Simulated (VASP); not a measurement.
# InAs (F-43m) in VASP: single point with r2SCAN

Aim: the single point of InAs with r2SCAN.

All numbers are computed with VASP 6.6.1; they aren't measurements. Logs are shortened: lines on timing, memory, paths and dates and some standing lists are left out, and cuts for length are marked.

**The experiment to reproduce.**

A printed reference work, data compilation reports, for a bulk crystal of InAs at 4.2 K: band gap 0.418 eV (direct).

The runs below are set against these values where they give the same quantity.

**1. The cell of the first run**

It takes space group F-43m (No. 216, cubic). Conventional cell: a = 6.110 Å, b = 6.110 Å, c = 6.110 Å, α = 90.00°, β = 90.00°, γ = 90.00°. In (site symmetry -43m) has 4 As at 2.65 Å within 3.5 Å. Within 3.5 Å of As (site symmetry -43m) lie 4 In at 2.65 Å.

**2. Single point, r2SCAN**

The input, POSCAR:

```
InAs
1.0
    0.0000000000      3.0550854520      3.0550854520
    3.0550854520      0.0000000000      3.0550854520
    3.0550854520      3.0550854520      0.0000000000
In As
1 1
Direct
    0.0000000000      0.0000000000      0.0000000000
    0.7500000000      0.7500000000      0.7500000000
```

The input, INCAR.step1:

```
SYSTEM = InAs
ALGO = Normal
EDIFF = 1E-4
ENCUT = 520
GGA = PE
ISMEAR = 0
LASPH = .TRUE.
LCHARG = .FALSE.
LREAL = .FALSE.
LWAVE = .TRUE.
NBANDS = 16
NELM = 60
PREC = Accurate
SIGMA = 0.03
```

The input, INCAR.step2:

```
SYSTEM = InAs
ALGO = Normal
EDIFF = 1E-7
ENCUT = 520
ISIF = 2
ISMEAR = 0
ISTART = 1
LASPH = .TRUE.
LCHARG = .FALSE.
LMIXTAU = .TRUE.
LREAL = .FALSE.
LWAVE = .FALSE.
METAGGA = R2SCAN
NBANDS = 16
NELM = 60
PREC = Accurate
SIGMA = 0.03
```

The input, KPOINTS:

```
k-points
0
G
  10 10 10
  0 0 0
```

Potentials or basis: VASP PAW PBE potentials, release 64 (In_d, As).

On the command line:

```console
$ cat potpaw_PBE.64/In_d/POTCAR potpaw_PBE.64/As/POTCAR > POTCAR
$ cp INCAR.step1 INCAR
$ mpirun -np 1 vasp_std > vasp.out
$ cp INCAR.step2 INCAR
$ mpirun -np 1 vasp_std > vasp.out
```

OUTCAR:

```text
SYSTEM = InAs
   EDIFF = 1E-7
   ENCUT = 520
   ISIF = 2
   ISMEAR = 0
   ISTART = 1
   LASPH = .TRUE.
   LREAL = .FALSE.
   METAGGA = R2SCAN
   NELM = 60
   PREC = Accurate

 ion  position               nearest neighbor table
   1  0.000  0.000  0.000-   2 2.65   2 2.65   2 2.65   2 2.65
   2  0.750  0.750  0.750-   1 2.65   1 2.65   1 2.65   1 2.65

  LATTYP: Found a face centered cubic cell.
 ALAT       =     6.1101709040

  Lattice vectors:

 A1 = (   0.0000000000,   3.0550854520,   3.0550854520)
 A2 = (   3.0550854520,   0.0000000000,   3.0550854520)
 A3 = (   3.0550854520,   3.0550854520,   0.0000000000)

Analysis of symmetry for initial positions (statically):
=====================================================================
 Subroutine PRICEL returns:
 Original cell was already a primitive cell.

 Routine SETGRP: Setting up the symmetry group for a
 face centered cubic supercell.

 Subroutine GETGRP returns: Found 24 space group operations
 (whereof 24 operations were pure point group operations)
 out of a pool of 48 trial point group operations.

The static configuration has the point symmetry T_d .

Analysis of symmetry for dynamics (positions and initial velocities):
=====================================================================
 Subroutine PRICEL returns:
 Original cell was already a primitive cell.

 Routine SETGRP: Setting up the symmetry group for a
 face centered cubic supercell.

 Subroutine GETGRP returns: Found 24 space group operations
 (whereof 24 operations were pure point group operations)
 out of a pool of 48 trial point group operations.

The dynamic configuration has the point symmetry T_d .

 Subroutine INISYM returns: Found 24 space group operations
 (whereof 24 operations are pure point group operations),
 and found     1 'primitive' translations

----------------------------------------------------------------------------------------

                                     Primitive cell

  volume of cell :      57.0296

  direct lattice vectors                    reciprocal lattice vectors
     0.000000000  3.055085452  3.055085452    -0.163661543  0.163661543  0.163661543
     3.055085452  0.000000000  3.055085452     0.163661543 -0.163661543  0.163661543
     3.055085452  3.055085452  0.000000000     0.163661543  0.163661543 -0.163661543

  length of vectors
     4.320543280  4.320543280  4.320543280     0.283470108  0.283470108  0.283470108

  position of ions in fractional coordinates (direct lattice)
     0.000000000  0.000000000  0.000000000
     0.750000000  0.750000000  0.750000000

  ion indices of the primitive-cell ions
   primitive index   ion index
                 1           1
                 2           2

----------------------------------------------------------------------------------------

 KPOINTS: k-points

Automatic generation of k-mesh.
 Grid dimensions read from file:
 generate k-points for:   10   10   10

 Generating k-lattice:

  Cartesian coordinates                     Fractional coordinates (reciprocal lattice)
    -0.016366154  0.016366154  0.016366154     0.100000000  0.000000000  0.000000000
     0.016366154 -0.016366154  0.016366154     0.000000000  0.100000000  0.000000000
     0.016366154  0.016366154 -0.016366154     0.000000000  0.000000000  0.100000000

  Length of vectors
     0.028347011  0.028347011  0.028347011

  Shift w.r.t. Gamma in fractional coordinates (k-lattice)
     0.000000000  0.000000000  0.000000000

 Subroutine IBZKPT returns following result:
 ===========================================

 Found     47 irreducible k-points:

 Following reciprocal coordinates:
            Coordinates               Weight
  0.000000  0.000000  0.000000      1.000000
  0.100000  0.000000  0.000000      8.000000
  0.200000  0.000000  0.000000      8.000000
  0.300000  0.000000  0.000000      8.000000
  0.400000  0.000000  0.000000      8.000000
  0.500000  0.000000  0.000000      4.000000
[... 16 lines left out ...]
  0.300000  0.300000  0.000000      6.000000
  0.400000  0.300000  0.000000     24.000000
 [... further k-points ...]
   k-points           NKPTS =     47   k-points in BZ     NKDIM =     47   number of bands    NBANDS=     16
   number of dos      NEDOS =    301   number of ions     NIONS =      2
   total plane-waves  NPLWV =  32768
   dimension x,y,z NGX =    32 NGY =   32 NGZ =   32
   dimension x,y,z NGXF=    64 NGYF=   64 NGZF=   64
   ions per type =               1   1
   NGX,Y,Z   is equivalent  to a cutoff of  12.31, 12.31, 12.31 a.u.
   NGXF,Y,Z  is equivalent  to a cutoff of  24.63, 24.63, 24.63 a.u.
 SYSTEM =  InAs
   PREC   = accura    normal or accurate (medium, high low for compatibility)
   ISTART =      1    job   : 0-new  1-cont  2-samecut
   ICHARG =      0    charge: 1-file 2-atom 10-const
   ISPIN  =      1    spin polarized calculation?
   LNONCOLLINEAR =      F non collinear calculations
   LSORBIT =      F    spin-orbit coupling
   LASPH  =      T    aspherical Exc in radial PAW
   ENCUT  =  520.0 eV  38.22 Ry    6.18 a.u.   8.03  8.03  8.03*2*pi/ulx,y,z
   NELM   =     60;   NELMIN=  2; NELMDL=  0     # of ELM steps
   EDIFF  = 0.1E-06   stopping-criterion for ELM
   LREAL  =      F    real-space projection
   EDIFFG = 0.1E-05   stopping-criterion for IOM
   NSW    =      0    number of steps for IOM
   IBRION =     -1    ionic relax: 0-MD 1-quasi-New 2-CG
   NFREE  =      0    steps in history (QN), initial steepest desc. (CG)
   ISIF   =      2    stress and relaxation
   ISYM   =      2    0-nonsym 1-usesym 2-fastsym
   POTIM  = 0.5000    time-step for ionic-motion
   TEBEG  =    0.0;   TEEND  =   0.0 temperature during run
   PSTRESS=    0.0 pullay stress
   NELECT =      18.0000    total number of electrons
   NUPDOWN=      -1.0000    fix difference up-down
   EMIN   =  10.00;   EMAX   =-10.00  energy-range for DOS
   EFERMI =   0.00;   METHOD = LEGACY
   ISMEAR =     0;   SIGMA  =   0.03  broadening in eV -4-tet -1-fermi 0-gaus
   EFERMI_NEDOS =   21; number of points for ismear=-14 and -15
   IALGO  =     38    algorithm
   IMIX   =      4    mixing-type and parameters
     AMIX     =   0.40;   BMIX     =  1.00
     AMIX_MAG =   1.60;   BMIX_MAG =  1.00
  volume/ion in A,a.u.               =      28.51       192.43
  Fermi-wavevector in a.u.,A,eV,Ry     =   1.114634  2.106353 16.904002  1.242409
  Thomas-Fermi vector in A             =   2.251231
   LORBIT       =      0    0 simple, 1 ext, 2 COOP (PROOUT), +10 PAW based schemes
   METAGGA = R2SCAN    functional components
   LHFCALC =     F    Hartree Fock is set to
   AEXX    =    0.0000 exact exchange contribution
   IVDW    =     0    specifies the selected vdW correction
   LEPSILON=     F    determine dielectric tensor
   LRPA    =     F    only Hartree local field effects (RPA)
 non-spin polarized calculation
 Gauss-broadening in eV      SIGMA  =   0.03
  energy-cutoff  :      520.00
  volume of cell :       57.03
 maximum number of plane-waves:      1572
   NGX = 17   NGY = 17   NGZ = 17

 number of electron      17.9999996 magnetization

 Free energy of the ion-electron system (eV)
  ---------------------------------------------------
  ext. energy  EPLUGINS =         0.00000000
  ---------------------------------------------------
  free energy    TOTEN  =       -38.06135850 eV

  energy without entropy =      -38.06134766  energy(sigma->0) =      -38.06135308

 E-fermi :   4.0050     XC(G=0):  -9.5141

 val. band max:        3.9610940461   @ k =   0.0000   0.0000   0.0000
 cond. band min:       4.0384528344   @ k =   0.0000   0.0000   0.0000
 fundamental gap:      0.0773587883
 Fermi energy:         4.0050259897

 k-point     1 :       0.0000    0.0000    0.0000
  band No.  band energies     occupation
      1     -10.8303      2.00000
      2     -10.8303      2.00000
      3     -10.8303      2.00000
      4     -10.6961      2.00000
      5     -10.6961      2.00000
      6      -8.1362      2.00000
[... 8 lines left out ...]
     15      14.0571      0.00000
     16      14.0571      0.00000

 k-point     2 :       0.1000    0.0000    0.0000
  band No.  band energies     occupation
      1     -10.8431      2.00000
      2     -10.8266      2.00000
      3     -10.8266      2.00000
      4     -10.6962      2.00000
      5     -10.6962      2.00000
      6      -8.0323      2.00000
[... 8 lines left out ...]
     15      13.3822      0.00000
     16      13.3822      0.00000

 k-point     3 :       0.2000    0.0000    0.0000
  band No.  band energies     occupation
      1     -10.8749      2.00000
      2     -10.8174      2.00000
      3     -10.8174      2.00000
      4     -10.6958      2.00000
      5     -10.6958      2.00000
      6      -7.7382      2.00000
[... 8 lines left out ...]
     15      12.9240      0.00000
     16      12.9930      0.00000

 k-point     4 :       0.3000    0.0000    0.0000
  band No.  band energies     occupation
      1     -10.9116      2.00000
      2     -10.8074      2.00000
      3     -10.8074      2.00000
      4     -10.6938      2.00000
      5     -10.6938      2.00000
      6      -7.3125      2.00000
[... 8 lines left out ...]
     15      13.2238      0.00000
     16      13.2238      0.00000
[... 324 lines left out ...]
 k-point    22 :      -0.2000    0.2000    0.0000
  band No.  band energies     occupation
      1     -10.9240      2.00000
      2     -10.8023      2.00000
      3     -10.7983      2.00000
      4     -10.6998      2.00000
      5     -10.6917      2.00000
      6      -7.1674      2.00000
[... 8 lines left out ...]
     15      14.2709      0.00000
     16      15.0561      0.00000

 k-point    23 :       0.3000    0.3000    0.0000
  band No.  band energies     occupation
      1     -10.9550      2.00000
      2     -10.7795      2.00000
      3     -10.7795      2.00000
      4     -10.7179      2.00000
      5     -10.6817      2.00000
      6      -7.0357      2.00000
[... 8 lines left out ...]
     15      15.0303      0.00000
     16      16.3149      0.00000

 k-point    24 :       0.4000    0.3000    0.0000
  band No.  band energies     occupation
      1     -10.9752      2.00000
      2     -10.7719      2.00000
      3     -10.7699      2.00000
      4     -10.7205      2.00000
      5     -10.6796      2.00000
      6      -6.6929      2.00000
[... 8 lines left out ...]
     15      15.5271      0.00000
     16      16.4947      0.00000

 [... further k-points ...]
[... 5 lines left out ...]
  --------------------------------------------------------------------------------------
  -------------------------------------------------------------------------------------
  Total       -0.0147883     -0.0147883     -0.0147883     -0.0000000      0.0000000     -0.0000000
  in kB       -0.4154602     -0.4154602     -0.4154602     -0.0000000      0.0000000     -0.0000000
  external PRESSURE =      -0.4154602 kB  Pullay stress =       0.0000000 kB

 VOLUME and BASIS-vectors are now :
 -----------------------------------------------------------------------------
  energy-cutoff  :      520.00
  volume of cell :       57.03
      direct lattice vectors                 reciprocal lattice vectors
     0.000000000  3.055085452  3.055085452    -0.163661543  0.163661543  0.163661543
     3.055085452  0.000000000  3.055085452     0.163661543 -0.163661543  0.163661543
     3.055085452  3.055085452  0.000000000     0.163661543  0.163661543 -0.163661543

 POSITION                                       TOTAL-FORCE (eV/Angst)
 -----------------------------------------------------------------------------------
      0.00000      0.00000      0.00000        -0.000000     -0.000000     -0.000000
      4.58263      4.58263      4.58263         0.000000      0.000000      0.000000
 -----------------------------------------------------------------------------------
    total drift:                                0.000002      0.000002      0.000002

  FREE ENERGIE OF THE ION-ELECTRON SYSTEM (eV)
  ---------------------------------------------------
  free  energy   TOTEN  =       -38.0613584971 eV

  energy  without entropy=      -38.0613476589  energy(sigma->0) =      -38.06135308
```

Run time: 61 s. Hardware: 1 thread of Intel Xeon 6975P-C (Granite Rapids), shared host; peak memory 0.21 GiB.

Results:

```
Free energy            : -38.0614 eV
Pressure               : 0.0 GPa
Band gap on the k mesh : 0.08 eV, direct
```

Levels at points of the mesh, in eV from the valence-band top:
```csv
k point,band 7,band 8,band 9,band 10,band 11,band 12
"(0.00, 0.00, 0.00)",0.00,0.00,0.00,0.08,4.26,4.26
"(0.50, 0.00, 0.00)",-5.72,-0.97,-0.97,1.25,5.03,5.03
"(0.50, 0.50, 0.00)",-5.80,-2.29,-2.29,1.87,2.34,9.62
```

Caveat: the PAW data sets were made with another functional, which shifts forces and pressure a little; spin-orbit coupling is left out, which moves the levels of the heavy elements.

**3. Against experiment**

Step 2. Measured gap of InAs: 0.418 eV (direct; 4.2 K; a printed reference work, data compilation). This calculation gives 0.08 eV (-0.34 eV). Spin-orbit coupling on As, In is left out. The value is that of r2SCAN, without temperature or zero-point motion.
